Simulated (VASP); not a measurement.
# BAs in VASP: work function with PBE

Aim: the work function of BAs with PBE.

Program: VASP 6.6.1. These are calculated values, not measurements. Logs are shortened: lines on timing, memory, paths and dates and some standing lists are left out, and cuts for length are marked.

## Step 1: The cell of the first run

The cell holds a slab with vacuum, 8 atoms: a = 3.378 Å, b = 3.378 Å, c = 23.964 Å, α = 90.00°, β = 90.00°, γ = 120.00°.

## Step 2: Work function, PBE (the (1 1 1) slab of BAs, cut from the database cell, not relaxed)

Input file INCAR:

```
SYSTEM = BAs
PREC     = Accurate       ! precision mode
ENCUT    = 520            ! plane-wave cutoff, eV
EDIFF    = 1E-7           ! SCF threshold, eV
ISMEAR   = 0              ! smearing method
SIGMA    = 0.05           ! smearing width, eV
LREAL    = .FALSE.        ! projectors in reciprocal space
LASPH    = .TRUE.         ! aspherical terms in the spheres
NELM     = 80             ! most SCF steps
ALGO     = Fast           ! electronic algorithm
ISIF     = 2              ! what is computed and relaxed
LWAVE    = .FALSE.        ! write WAVECAR
LCHARG   = .TRUE.         ! write CHGCAR
LDIPOL   = .TRUE.       
IDIPOL   = 3            
DIPOL    = 0.5 0.5 0.500
GGA      = PE             ! functional
LELF     = .TRUE.         ! ELF
LVHAR    = .TRUE.       
LVACPOTAV= .TRUE.
```

Input file KPOINTS:

```
regular mesh
0
G
  9 9 1
  0 0 0
```

Input file POSCAR:

```
BAs
1.0
    3.3778490937      0.0000000000      0.0000000000
   -1.6889245469      2.9253031253      0.0000000000
    0.0000000000      0.0000000000     23.9635072667
As B
4 4
Direct
    0.0000000000      0.0000000000      0.3129758894
    0.3333333333      0.6666666667      0.4280676498
    0.6666666667      0.3333333333      0.5431594101
    0.0000000000      0.0000000000      0.6582511705
    0.3333333333      0.6666666667      0.3417488295
    0.6666666667      0.3333333333      0.4568405899
    0.0000000000      0.0000000000      0.5719323502
    0.3333333333      0.6666666667      0.6870241106
```

Potentials or basis: VASP PAW PBE potentials, release 64 (As, B).

Command:

```
> cat potpaw_PBE.64/As/POTCAR potpaw_PBE.64/B/POTCAR > POTCAR
> mpirun -np 1 vasp_std > vasp.out
```

OUTCAR:

```text
SYSTEM = BAs
   PREC = Accurate
   ENCUT = 520
   EDIFF = 1E-7
   ISMEAR = 0
   LREAL = .FALSE.
   LASPH = .TRUE.
   NELM = 80
   ISIF = 2
   GGA = PE

 ion  position               nearest neighbor table
   1  0.000  0.000  0.313-   5 2.07   5 2.07   5 2.07
   2  0.333  0.667  0.428-   6 2.07   6 2.07   6 2.07   5 2.07
   3  0.667  0.333  0.543-   6 2.07   7 2.07   7 2.07   7 2.07
   4  0.000  0.000  0.658-   8 2.07   8 2.07   8 2.07   7 2.07
   5  0.333  0.667  0.342-   1 2.07   1 2.07   1 2.07   2 2.07
   6  0.667  0.333  0.457-   3 2.07   2 2.07   2 2.07   2 2.07
   7  0.000  0.000  0.572-   3 2.07   3 2.07   3 2.07   4 2.07
   8  0.333  0.667  0.687-   4 2.07   4 2.07   4 2.07

  LATTYP: Found a hexagonal cell.
 ALAT       =     3.3778490937
 C/A-ratio  =     7.0943096041

  Lattice vectors:

 A1 = (   3.3778490937,   0.0000000000,   0.0000000000)
 A2 = (  -1.6889245469,   2.9253031253,   0.0000000000)
 A3 = (   0.0000000000,   0.0000000000,  23.9635072667)

Analysis of symmetry for initial positions (statically):
=====================================================================
 Subroutine PRICEL returns:
 Original cell was already a primitive cell.

 Routine SETGRP: Setting up the symmetry group for a
 hexagonal supercell.

 Subroutine GETGRP returns: Found  6 space group operations
 (whereof  6 operations were pure point group operations)
 out of a pool of 24 trial point group operations.

The static configuration has the point symmetry C_3v.

Analysis of symmetry for dynamics (positions and initial velocities):
=====================================================================
 Subroutine PRICEL returns:
 Original cell was already a primitive cell.

 Routine SETGRP: Setting up the symmetry group for a
 hexagonal supercell.

 Subroutine GETGRP returns: Found  6 space group operations
 (whereof  6 operations were pure point group operations)
 out of a pool of 24 trial point group operations.

The dynamic configuration has the point symmetry C_3v.

 Subroutine INISYM returns: Found  6 space group operations
 (whereof  6 operations are pure point group operations),
 and found     1 'primitive' translations

----------------------------------------------------------------------------------------

                                     Primitive cell

  volume of cell :     236.7890

  direct lattice vectors                    reciprocal lattice vectors
     3.377849094  0.000000000  0.000000000     0.296046381  0.170922458  0.000000000
    -1.688924547  2.925303125  0.000000000     0.000000000  0.341844916  0.000000000
     0.000000000  0.000000000 23.963507267     0.000000000  0.000000000  0.041730119

  length of vectors
     3.377849094  3.377849094 23.963507267     0.341844916  0.341844916  0.041730119

  position of ions in fractional coordinates (direct lattice)
     0.000000000  0.000000000  0.312975889
     0.333333333  0.666666667  0.428067650
     0.666666667  0.333333333  0.543159410
     0.000000000  0.000000000  0.658251171
     0.333333333  0.666666667  0.341748829
     0.666666667  0.333333333  0.456840590
     0.000000000  0.000000000  0.571932350
     0.333333333  0.666666667  0.687024111

  ion indices of the primitive-cell ions
   primitive index   ion index
                 1           1
                 2           2
                 3           3
                 4           4
                 5           5
                 6           6
                 7           7
                 8           8

----------------------------------------------------------------------------------------

 KPOINTS: regular mesh

Automatic generation of k-mesh.
 Grid dimensions read from file:
 generate k-points for:    9    9    1

 Generating k-lattice:

  Cartesian coordinates                     Fractional coordinates (reciprocal lattice)
     0.032894042  0.018991384  0.000000000     0.111111111  0.000000000  0.000000000
     0.000000000  0.037982768  0.000000000     0.000000000  0.111111111  0.000000000
     0.000000000  0.000000000  0.041730119     0.000000000  0.000000000  1.000000000

  Length of vectors
     0.037982768  0.037982768  0.041730119

  Shift w.r.t. Gamma in fractional coordinates (k-lattice)
     0.000000000  0.000000000  0.000000000

 Subroutine IBZKPT returns following result:
 ===========================================

 Found     12 irreducible k-points:

 Following reciprocal coordinates:
            Coordinates               Weight
  0.000000  0.000000  0.000000      1.000000
  0.111111  0.000000  0.000000      6.000000
  0.222222  0.000000  0.000000      6.000000
  0.333333  0.000000  0.000000      6.000000
  0.444444  0.000000  0.000000      6.000000
  0.111111  0.111111  0.000000      6.000000
  0.222222  0.111111  0.000000     12.000000
  0.333333  0.111111  0.000000     12.000000
  0.444444  0.111111  0.000000      6.000000
  0.222222  0.222222  0.000000      6.000000
  0.333333  0.222222  0.000000     12.000000
  0.333333  0.333333  0.000000      2.000000
   k-points           NKPTS =     12   k-points in BZ     NKDIM =     12   number of bands    NBANDS=     21
   number of dos      NEDOS =    301   number of ions     NIONS =      8
   total plane-waves  NPLWV = 141120
   dimension x,y,z NGX =    28 NGY =   28 NGZ =  180
   dimension x,y,z NGXF=    56 NGYF=   56 NGZF=  360
   ions per type =               4   4
   NGX,Y,Z   is equivalent  to a cutoff of  13.78, 13.78, 12.49 a.u.
   NGXF,Y,Z  is equivalent  to a cutoff of  27.56, 27.56, 24.97 a.u.
 SYSTEM =  BAs
   PREC   = accura    normal or accurate (medium, high low for compatibility)
   ISTART =      0    job   : 0-new  1-cont  2-samecut
   ICHARG =      2    charge: 1-file 2-atom 10-const
   ISPIN  =      1    spin polarized calculation?
   LNONCOLLINEAR =      F non collinear calculations
   LSORBIT =      F    spin-orbit coupling
   LASPH  =      T    aspherical Exc in radial PAW
   ENCUT  =  520.0 eV  38.22 Ry    6.18 a.u.   6.28  6.28 44.56*2*pi/ulx,y,z
   NELM   =     80;   NELMIN=  2; NELMDL= -5     # of ELM steps
   EDIFF  = 0.1E-06   stopping-criterion for ELM
   LREAL  =      F    real-space projection
   EDIFFG = 0.1E-05   stopping-criterion for IOM
   NSW    =      0    number of steps for IOM
   IBRION =     -1    ionic relax: 0-MD 1-quasi-New 2-CG
   NFREE  =      0    steps in history (QN), initial steepest desc. (CG)
   ISIF   =      2    stress and relaxation
   ISYM   =      2    0-nonsym 1-usesym 2-fastsym
   POTIM  = 0.5000    time-step for ionic-motion
   TEBEG  =    0.0;   TEEND  =   0.0 temperature during run
   PSTRESS=    0.0 pullay stress
   NELECT =      32.0000    total number of electrons
   NUPDOWN=      -1.0000    fix difference up-down
   EMIN   =  10.00;   EMAX   =-10.00  energy-range for DOS
   EFERMI =   0.00;   METHOD = LEGACY
   ISMEAR =     0;   SIGMA  =   0.05  broadening in eV -4-tet -1-fermi 0-gaus
   EFERMI_NEDOS =   21; number of points for ismear=-14 and -15
   IALGO  =     68    algorithm
   IMIX   =      4    mixing-type and parameters
     AMIX     =   0.40;   BMIX     =  1.00
     AMIX_MAG =   1.60;   BMIX_MAG =  1.00
  volume/ion in A,a.u.               =      29.60       199.74
  Fermi-wavevector in a.u.,A,eV,Ry     =   0.840113  1.587583  9.602852  0.705790
  Thomas-Fermi vector in A             =   1.954442
   LORBIT       =      0    0 simple, 1 ext, 2 COOP (PROOUT), +10 PAW based schemes
   GGA     = PE    functional components
   LHFCALC =     F    Hartree Fock is set to
   AEXX    =    0.0000 exact exchange contribution
   IVDW    =     0    specifies the selected vdW correction
   LEPSILON=     F    determine dielectric tensor
   LRPA    =     F    only Hartree local field effects (RPA)
 non-spin polarized calculation
 RMM-DIIS sequential band-by-band and
 Gauss-broadening in eV      SIGMA  =   0.05
  energy-cutoff  :      520.00
  volume of cell :      236.79
 maximum number of plane-waves:      6425
 NGX is ok and might be reduce to    28
   NGX = 13   NGY = 13   NGZ = 89

 dipolmoment           0.000000      0.000000      0.008785 electrons x Angstroem

 number of electron      31.9999999 magnetization

 dipolmoment           0.000000      0.000000     -0.043199 electrons x Angstroem

 Free energy of the ion-electron system (eV)
  ---------------------------------------------------
  ext. energy  EPLUGINS =         0.00000000
  ---------------------------------------------------
  free energy    TOTEN  =       -42.85468141 eV

  energy without entropy =      -42.84276649  energy(sigma->0) =      -42.84872395

 E-fermi :  -0.0400     XC(G=0):  -5.5803

 val. band max:       -0.0580406552   @ k =   0.3333   0.3333   0.0000
 cond. band min:      -0.0057134348   @ k =   0.3333   0.2222   0.0000
 fundamental gap:      0.0523272204
 Fermi energy:        -0.0400270610

 k-point     1 :       0.0000    0.0000    0.0000
  band No.  band energies     occupation
      1     -15.3136      2.00000
      2     -14.4398      2.00000
      3     -13.5178      2.00000
      4     -12.3728      2.00000
      5      -7.9829      2.00000
      6      -5.8305      2.00000
[... 13 lines left out ...]
     20       3.6131      0.00000
     21       4.4207      0.00000

 k-point     2 :       0.1111    0.0000    0.0000
  band No.  band energies     occupation
      1     -15.1348      2.00000
      2     -14.2645      2.00000
      3     -13.3488      2.00000
      4     -12.2025      2.00000
      5      -7.8522      2.00000
      6      -5.7343      2.00000
[... 13 lines left out ...]
     20       3.6369      0.00000
     21       4.3729      0.00000
[... 199 lines left out ...]
      5      -8.2564      2.00000
      6      -8.0313      2.00000
[... 13 lines left out ...]
     20       4.3000      0.00000
     21       4.9374      0.00000

 k-point    12 :       0.3333    0.3333    0.0000
  band No.  band energies     occupation
      1     -11.8249      2.00000
      2     -11.7402      2.00000
      3     -11.3627      2.00000
      4      -9.8435      2.00000
      5      -8.1391      2.00000
      6      -8.0856      2.00000
[... 13 lines left out ...]
     20       3.8358      0.00000
     21       5.0086      0.00000

------------------------ aborting loop because EDIFF is reached ----------------------------------------

  FORCE on cell =-STRESS in cart. coord.  units (eV):
  Direction    XX          YY          ZZ          XY          YZ          ZX
  --------------------------------------------------------------------------------------
  -------------------------------------------------------------------------------------
  Total        1.0667922      1.0667922      2.1589126     -0.0000000      0.0000000      0.0000000
  in kB        7.2181999      7.2181999     14.6077775     -0.0000000      0.0000000      0.0000000
  external PRESSURE =       9.6813925 kB  Pullay stress =       0.0000000 kB

 VOLUME and BASIS-vectors are now :
 -----------------------------------------------------------------------------
  energy-cutoff  :      520.00
  volume of cell :      236.79
      direct lattice vectors                 reciprocal lattice vectors
     3.377849094  0.000000000  0.000000000     0.296046381  0.170922458  0.000000000
    -1.688924547  2.925303125  0.000000000     0.000000000  0.341844916  0.000000000
     0.000000000  0.000000000 23.963507267     0.000000000  0.000000000  0.041730119

 POSITION                                       TOTAL-FORCE (eV/Angst)
 -----------------------------------------------------------------------------------
      0.00000      0.00000      7.50000        -0.000000      0.000000      0.038473
     -0.00000      1.95020     10.25800         0.000000      0.000000      0.218009
      1.68892      0.97510     13.01600         0.000000     -0.000000      0.230315
      0.00000      0.00000     15.77401        -0.000000     -0.000000      2.265698
     -0.00000      1.95020      8.18950        -0.000000     -0.000000     -0.444591
      1.68892      0.97510     10.94750         0.000000     -0.000000     -0.173207
      0.00000      0.00000     13.70551         0.000000     -0.000000     -0.583531
     -0.00000      1.95020     16.46351         0.000000     -0.000000     -1.551165
 -----------------------------------------------------------------------------------
    total drift:                                0.000000     -0.000000      0.000703

  FREE ENERGIE OF THE ION-ELECTRON SYSTEM (eV)
  ---------------------------------------------------
  free  energy   TOTEN  =       -42.8546814084 eV

  energy  without entropy=      -42.8427664888  energy(sigma->0) =      -42.84872395

 vacuum level on the upper side and lower side of the slab         4.719         5.509
```

Wall time 2.1 min (1 thread of Intel Xeon 6975P-C (Granite Rapids), shared host); peak memory 0.37 GiB.

What came out:

```
Free energy                     : -42.8547 eV
Largest force                   : 2.266 eV/Å
Band gap on the k mesh          : none (metal or under the smearing width)
Work function of the upper face : 4.76 eV
Work function of the lower face : 5.55 eV
```

Forces in eV/Å, atoms in the order of the input:
```
As   0.000  0.000  0.038
As   0.000  0.000  0.218
As   0.000  0.000  0.230
As   0.000  0.000  2.266
B    0.000  0.000 -0.445
B    0.000  0.000 -0.173
B    0.000  0.000 -0.584
B    0.000  0.000 -1.551
```
